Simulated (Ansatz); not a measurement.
# HgTe (Coloradoite) (F-43m) in Ansatz: notebook

Aim: see how the results for HgTe (Coloradoite) move with the level of theory and the settings. Levels: PBE, LDA. Tasks: single point, relaxation of cell and atoms.

Program: Ansatz 0.2.0. These are calculated values, not measurements. Logs are shortened: lines on timing, memory, paths and dates and some standing lists are left out, and cuts for length are marked.

## Step 1: The structure

Symmetry: F-43m, No. 216, cubic system. Conventional cell: a = 6.429 Å, b = 6.429 Å, c = 6.429 Å, α = 90.00°, β = 90.00°, γ = 90.00°. Around Hg (site symmetry -43m) lie 4 Te at 2.78 Å. Te (site symmetry -43m) has 4 Hg at 2.78 Å as nearest neighbours.

## Step 2: Single point, PBE

Contents of input.yaml:

```yaml
crystal:
  lattice:
    - [0.0, 3.2145, 3.2145]
    - [3.2145, 0.0, 3.2145]
    - [3.2145, 3.2145, 0.0]
  atoms:
    - { symbol: Hg, position: [0.0, 0.0, 0.0] }
    - { symbol: Te, position: [0.75, 0.75, 0.75] }
kpoints:
  mp_grid: { grid: [7, 7, 7] }
scf:
  occupations: { method: gaussian, width: 0.029 }
hamiltonian:
  xc: pbe
  pseudopotentials: { kind: all_electron, lapw: { basis_error: 0.001 } }
output:
  forces: true
  stress: true
  eigenvalues: true
```

Potentials or basis: all-electron LAPW, scalar-relativistic.

Run with:

```
$ ansatz run input.yaml --threads 1 --pin off --max-ram 3072MiB --backend cpu --events-out ev --progress --plain --runs-dir out
```

Log:

```text
Warning: RAYON_NUM_THREADS=1 ignored (pool sized by the plan → 1); use --threads N
LAPW: plane waves up to 8.292 Å⁻¹, error target 1.0e-3 eV per atom; small_component_spin mean_spin; Te in spheres of 1.373 Å, 24 of its electrons in bands, Dirac shells []; Hg in spheres of 1.411 Å, 44 of its electrons in bands, Dirac shells [] (how accurate: hamiltonian.pseudopotentials.lapw.basis_error, Limitations)
Engine: ansatz 0.2.0, x86_64-unknown-linux-gnu
Pseudopotentials: kind: all_electron
Pseudopotential: Hg, LAPW, valence charge 44, lapw/all_electron/scalar/gaussian/Hg, Koelling and Harmon's equation, gaussian nucleus
Pseudopotential: Te, LAPW, valence charge 24, lapw/all_electron/scalar/gaussian/Te, Koelling and Harmon's equation, gaussian nucleus
Functional definition: PBE
  parameter kappa = 0.804
  parameter beta = 0.06672455060314922
  exchange = pbe_x(kappa = kappa, mu = beta*pi^2/3)
  correlation = pbe_c(beta = beta)
Crystal: 2 atoms, lattice volume = 66.431 Å³
Basis set: ecut = 261.9331823198887 eV, 609 PW (Γ), exchange–correlation at level 2
Bands: 41, of which v1, the nominal top of the filled ones, is band 34 counted from 1 (33 counted from 0)
Symmetry: 24 space group operations
Space group: F-43m (ITA 216), of the structure as read, at distance tolerance 4.1e-5 Å
k-points: 20 of 343 (time reversal used)
Non-local potential: Hg, projectors of the file, none
Non-local potential: Te, projectors of the file, none
Initial density: superposition of atomic densities (chi_scale 0.1, normalization cell, long waves kept (reshape's long-wave potential 0.00 eV rms))
Initial wavefunctions: plane waves of lowest kinetic energy (no species holds an atomic orbital)
Functional: x = pbe(κ = 0.804, μ = 0.2195149727645171), c = pbe(β = 0.06672455060314922)
iter 1 solved again at ethr=6.20e-4 eV; its pass at ethr=1.00e-1 eV (dr2=4.22e-1 eV) is discarded
SCF iter   1: F=—  HF=-718714.676567 eV  |F-HF|=—  |Δ(HF+E_count)|=         —  Δρ=1.88e-2  dr2=4.22e-1  ethr=6.20e-4  ⟨swp⟩=2.2  Hψ=5114  notcnv=0
preconditioner: auto → none  [insulator: Δε(μ)=0.842 eV  Ē_g=12.334 eV  σ=0.029 eV  W_gap=0.67  n_scr=14 (ndim 8)  ℏωp=19.3 eV  f_vac=0.316  D(μ)=0.31/eV (n_scr^D=0)  ε∞_Penn≈3.5]
iter 2 solved again at ethr=4.22e-5 eV; its pass at ethr=6.20e-4 eV (dr2=2.87e-2 eV) is discarded
SCF iter   2: F=—  HF=-718714.496621 eV  |F-HF|=—  |Δ(HF+E_count)|=   1.80e-1  Δρ=6.06e-3  dr2=2.87e-2  ethr=4.22e-5  ⟨swp⟩=2.0  Hψ=4266  notcnv=0
SCF iter   3: F=—  HF=-718714.461637 eV  |F-HF|=—  |Δ(HF+E_count)|=   3.50e-2  Δρ=3.69e-3  dr2=7.20e-3  ethr=4.22e-5  ⟨swp⟩=2.0  Hψ=2520  notcnv=0
SCF iter   4: F=—  HF=-718714.461945 eV  |F-HF|=—  |Δ(HF+E_count)|=         —  Δρ=9.32e-4  dr2=4.51e-4  ethr=1.06e-5  ⟨swp⟩=2.0  Hψ=2417  notcnv=0
the basis was enlarged: its passes take 45.6 KiB over the memory plan, 1 of 1 planned eigensolver slots
SCF iter   5: F=—  HF=-718714.462016 eV  |F-HF|=—  |Δ(HF+E_count)|=   7.02e-5  Δρ=1.31e-4  dr2=7.43e-6  ethr=6.64e-7  ⟨swp⟩=2.4  Hψ=2403  notcnv=0
SCF iter   6: F=—  HF=-718714.462027 eV  |F-HF|=—  |Δ(HF+E_count)|=   1.11e-5  Δρ=2.66e-5  dr2=4.48e-7  ethr=1.09e-8  ⟨swp⟩=3.0  Hψ=2443  notcnv=0
SCF iter   7: F=-718714.462028 eV  HF=-718714.462028 eV  |F-HF|=8.31e-8  |Δ(HF+E_count)|=   9.79e-7  Δρ=7.25e-6  dr2=2.87e-8  ethr=6.58e-10  ⟨swp⟩=3.0  Hψ=2498  notcnv=0
SCF 1 converged in 7 iterations: F = -718714.462028 eV  dr2 = 2.87e-8
SCF converged after 7 iterations
Free energy (F): -718714.462028 eV
Harris-Foulkes:  -718714.462028 eV  (|F-HF|=8.31e-8)
Internal energy: -718714.461897 eV  (E = F + TS)
E sigma→0 (E₀):  -718714.461963 eV
Entropy (-TS):   -0.000130 eV (-0.065 meV/atom)
Fermi energy:    11.151079 eV
--- Per-component energies (eV) ---
  E_band       = -6059.396347
  E_kinetic    = 805989.973930
  E_xc         = -14927.704932
  E_electrostatic = -1509776.730896  (all electrons and nuclei)
  E_smearing   = -0.000130  (= −TS)
  E_closure    = 0.000000  (closes the sum)
  E_atoms      = -718710.908198  (free atoms, spherical and without spin; not in F)
  Σ components = -718714.462028   (vs F -718714.462028, Δ=0.00e0)
  Basis errors (estimates in eV, not in F): energy 4.4e-4 per atom: plane waves 4.0e-4 (2.3e-4 summed), levels above the bands 0.0e0, relativity 6.7e-8, radial functions 3.4e-5, core shells 1.3e-8; eigenvalues (radial functions only) 9.0e-7; not estimated: angular momenta, meshes, grids; target (lapw.basis_error) 1.0e-3; muffin-tin radii Te 1.373 Å, Hg 1.411 Å
--- Forces (eV/Å), atoms counted from 1 ---
  atom   1  Hg     0.00000000    -0.00000000    -0.00000000
  atom   2  Te    -0.00000000     0.00000000     0.00000000
  max |Σ_I F_I| component: 9.25e-18 eV/Å
--- Stress (GPa, compression-positive) ---
        4.563211       0.000000       0.000000
        0.000000       4.563211       0.000000
        0.000000       0.000000       4.563211
  P = ⅓ Tr σ = 4.5632 GPa (45.632 kbar)
--- Band table (eV; the first three rows and the last of 20) ---
  k-point 0: bands = ["-334.0886", "-334.0886", "-334.0867", "-334.0867", "-334.0867", "-148.2634", "-103.8409", "-98.3026", "-98.3026", "-98.3026", "-81.7870", "-81.7870", "-81.7870", "-81.7860", "-81.7860", "-81.7860", "-81.7848", "-52.2942", "-52.2942", "-52.2942", "-25.6401", "-25.6401", "-25.6401", "-25.6313", "-25.6313", "-0.9610", "3.6939", "3.6939", "3.6939", "4.2435", "4.2435", "10.4630", "11.1422", "11.1422", "11.1422", "15.3586", "15.3586", "15.3586", "17.6069", "20.8712", "20.8712"]
  k-point 1: bands = ["-334.0886", "-334.0886", "-334.0867", "-334.0867", "-334.0867", "-148.2634", "-103.8409", "-98.3026", "-98.3026", "-98.3026", "-81.7870", "-81.7870", "-81.7870", "-81.7860", "-81.7860", "-81.7860", "-81.7848", "-52.2943", "-52.2942", "-52.2942", "-25.6402", "-25.6400", "-25.6400", "-25.6313", "-25.6313", "-0.8582", "3.7224", "3.7224", "3.7330", "4.2408", "4.2408", "9.0766", "10.9122", "10.9122", "11.8995", "15.3306", "15.6577", "15.6577", "18.7237", "19.8546", "19.8546"]
  k-point 2: bands = ["-334.0886", "-334.0886", "-334.0867", "-334.0867", "-334.0867", "-148.2634", "-103.8409", "-98.3026", "-98.3026", "-98.3026", "-81.7870", "-81.7870", "-81.7870", "-81.7860", "-81.7860", "-81.7860", "-81.7848", "-52.2943", "-52.2943", "-52.2943", "-25.6404", "-25.6399", "-25.6399", "-25.6312", "-25.6312", "-0.6130", "3.7801", "3.7801", "3.9238", "4.2449", "4.2449", "7.3052", "10.4721", "10.4721", "12.0039", "16.0856", "16.0856", "16.4511", "18.7982", "19.8125", "19.8125"]
  k-point 19: bands = ["-334.0886", "-334.0886", "-334.0867", "-334.0867", "-334.0867", "-148.2634", "-103.8409", "-98.3026", "-98.3026", "-98.3026", "-81.7870", "-81.7870", "-81.7870", "-81.7860", "-81.7860", "-81.7860", "-81.7848", "-52.2944", "-52.2943", "-52.2943", "-25.6405", "-25.6401", "-25.6396", "-25.6313", "-25.6310", "-0.1791", "3.9078", "3.9663", "4.1736", "4.2298", "4.8225", "5.5991", "8.1963", "8.9275", "13.9948", "15.5761", "16.8220", "17.7318", "19.8850", "21.3135", "23.0880"]
```

Run time: 57 s. Hardware: 1 thread of Intel Xeon at 2.50GHz (Skylake/Cascade Lake), shared host; peak memory 0.33 GiB.

What came out:

| Item | Value |
| --- | --- |
| Free energy | -718714.4620 eV |
| Pressure | 4.6 GPa |
| Band gap on the k mesh | none (metal or under the smearing width) |

## Step 3: Single point, PBE

input.yaml: that of step 2 with these lines changed.

```diff
@@ -11,3 +11,3 @@
 scf:
-  occupations: { method: gaussian, width: 0.029 }
+  occupations: { method: gaussian, width: 0.025 }
 hamiltonian:
```

Potentials or basis: all-electron LAPW, scalar-relativistic.

Run with:

```
$ ansatz run input.yaml --threads 1 --pin off --max-ram 3072MiB --backend cpu --events-out ev --progress --plain --runs-dir out
```

It took 46 s on 1 thread of Intel Xeon at 2.50GHz (Skylake/Cascade Lake), shared host; peak memory 0.33 GiB.

Results (log left out):

```yaml
Free_energy: -718714.4620 eV
Pressure: 4.6 GPa
Band_gap_on_the_k_mesh: none (metal or under the smearing width)
```

Levels at points of the mesh, in eV from the Fermi level:
| k point | band 31 | band 32 | band 33 | band 34 | band 35 | band 36 | band 37 | band 38 |
| --- | --- | --- | --- | --- | --- | --- | --- | --- |
| (0.00, 0.00, 0.00) | -6.91 | -0.69 | -0.01 | -0.01 | -0.01 | 4.21 | 4.21 | 4.21 |

Spin-orbit coupling is left out, which matters for the levels of Hg, Te.

## Step 4: Relaxation of cell and atoms, LDA

input.yaml: that of step 3 with these lines changed.

```diff
@@ -11,5 +11,5 @@
 scf:
-  occupations: { method: gaussian, width: 0.025 }
+  occupations: { method: fermi_dirac, width: 0.05 }
 hamiltonian:
-  xc: pbe
+  xc: lda
   pseudopotentials: { kind: all_electron, lapw: { basis_error: 0.001 } }
@@ -18,2 +18,5 @@
   stress: true
-  eigenvalues: true
+relax:
+  f_tol: 0.005
+  max_steps: 60
+  cell: {}
```

Run with:

```
$ ansatz run input.yaml --threads 1 --pin off --max-ram 3072MiB --backend cpu --events-out ev --progress --plain --runs-dir out
```

Run time: 79 s. Hardware: 1 thread of Intel Xeon at 2.50GHz (Skylake/Cascade Lake), shared host; peak memory 0.35 GiB.

It converged, with:

```yaml
Free_energy: -718271.0440 eV
Relaxed_volume: 33.34 Å³/atom
Relaxed_cell: a = 4.552 Å, b = 4.552 Å, c = 4.552 Å, α = 60.00°, β = 60.00°, γ = 60.00°
Space_group_after_relaxing_to_0.05_Å: F-43m (No. 216)
Energy_gained_by_relaxing: 0.1 meV/atom
Ionic_steps: 4
Pressure_after_relaxing: 0.0 GPa
```

The path:
| step | energy change (eV) | largest force (eV/Å) | volume (Å³) |
| --- | --- | --- | --- |
| 1 | 0.0000 | 0.0000 | 66.43 |
| 2 | -0.0001 | 0.0000 | 66.84 |
| 3 | -0.0001 | 0.0000 | 66.67 |
| 4 | -0.0001 | 0.0000 | 66.67 |

Final structure:
```yaml
crystal:
  lattice:
    - [0.00000, 3.21842, 3.21842]
    - [3.21842, 0.00000, 3.21842]
    - [3.21842, 3.21842, 0.00000]
  atoms:
    - { symbol: Hg, position: [0.00000, 0.00000, 0.00000] }
    - { symbol: Te, position: [0.75000, 0.75000, 0.75000] }
```

## Step 5: Relaxation of cell and atoms, PBE

input.yaml: that of step 4 with these lines changed.

```diff
@@ -13,3 +13,3 @@
 hamiltonian:
-  xc: lda
+  xc: pbe
   pseudopotentials: { kind: all_electron, lapw: { basis_error: 0.001 } }
@@ -19,3 +19,3 @@
 relax:
-  f_tol: 0.005
+  f_tol: 0.01
   max_steps: 60
```

Run with:

```
$ ansatz run input.yaml --threads 1 --pin off --max-ram 3072MiB --backend cpu --events-out ev --progress --plain --runs-dir out
```

It took 2.2 min on 1 thread of Intel Xeon at 2.50GHz (Skylake/Cascade Lake), shared host; peak memory 0.36 GiB.

It converged, with:

- Free energy: -718714.5543 eV
- Relaxed volume: 36.82 Å³/atom
- Relaxed cell: a = 4.705 Å, b = 4.705 Å, c = 4.705 Å, α = 60.00°, β = 60.00°, γ = 60.00°
- Space group after relaxing (to 0.05 Å): F-43m (No. 216)
- Energy gained by relaxing: 45.9 meV/atom
- Ionic steps: 5
- Pressure after relaxing: 0.0 GPa

The path:
```tsv
step	energy change (eV)	largest force (eV/Å)	volume (Å³)
1	0.0000	0.0000	66.43
2	-0.0796	0.0000	76.63
3	-0.0913	0.0000	74.19
4	-0.0919	0.0000	73.64
5	-0.0919	0.0000	73.64
```

Final structure:
```cif
data_structure
_symmetry_space_group_name_H-M 'P 1'
_symmetry_Int_Tables_number 1
_cell_length_a 4.7047
_cell_length_b 4.7047
_cell_length_c 4.7047
_cell_angle_alpha 60.000
_cell_angle_beta 60.000
_cell_angle_gamma 60.000
_cell_volume 73.64
loop_
_atom_site_label
_atom_site_type_symbol
_atom_site_fract_x
_atom_site_fract_y
_atom_site_fract_z
_atom_site_occupancy
Hg1 Hg 0.00000 0.00000 0.00000 1
Te1 Te 0.75000 0.75000 0.75000 1
```

Caveat: the volume moved by +11 % from the deposited cell, more than functionals usually miss. Zero-point motion and thermal expansion aren't in these numbers.

## Step 6: Overview

```csv
task,level,cell,cutoff (eV),smearing,gap on the mesh (eV),pressure (GPa),relaxed volume (Å³/atom)
single point,PBE,as given,262,gaussian 0.029 eV,none,4.6,-
single point,PBE,as given,262,gaussian 0.025 eV,none,4.6,-
relaxation of cell and atoms,LDA,relaxed,-,fermi-dirac 0.05 eV,-,0.0,33.34
relaxation of cell and atoms,PBE,relaxed,-,fermi-dirac 0.05 eV,-,0.0,36.82
```

Alike in all rows: potentials or basis all-electron LAPW, scalar-relativistic; no spin polarisation; k mesh 7 × 7 × 7; basis error allowed 0.001 eV/atom.

Caveats: the volume moved by +11 % from the deposited cell, more than functionals usually miss (some runs).

Compare energies only between runs with the same functional and basis.
